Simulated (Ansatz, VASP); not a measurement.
SnTe: VASP beside Ansatz

```
Te Sn
1.0
     0.00000    3.15425    3.15425
     3.15425    0.00000    3.15425
     3.15425    3.15425    0.00000
Te Sn
1 1
Direct
  0.50000 0.50000 0.50000
  0.00000 0.00000 0.00000
```

Alike in both runs: task single point; functional PBE; k mesh 9 × 9 × 9; no spin polarisation.

|  | VASP | Ansatz |
| --- | --- | --- |
| version | VASP 6.6.1 | Ansatz 0.2.0 |
| potentials or method | VASP PAW PBE potentials, release 64 (Te, Sn_d) | PAW plane waves |
| plane-wave cutoff (eV) | 520 | 420 |
| occupations | fermi-dirac, width 0.1 eV | fermi-dirac |
| valence electrons in the cell | 20 | 30 |

```tsv
	VASP	Ansatz	Ansatz less VASP
pressure (GPa)	2.1	2.1	+0.02
```

The two sets of potentials don't hold the same shells in valence.

Spin-orbit coupling is left out, which matters for the levels of Te.
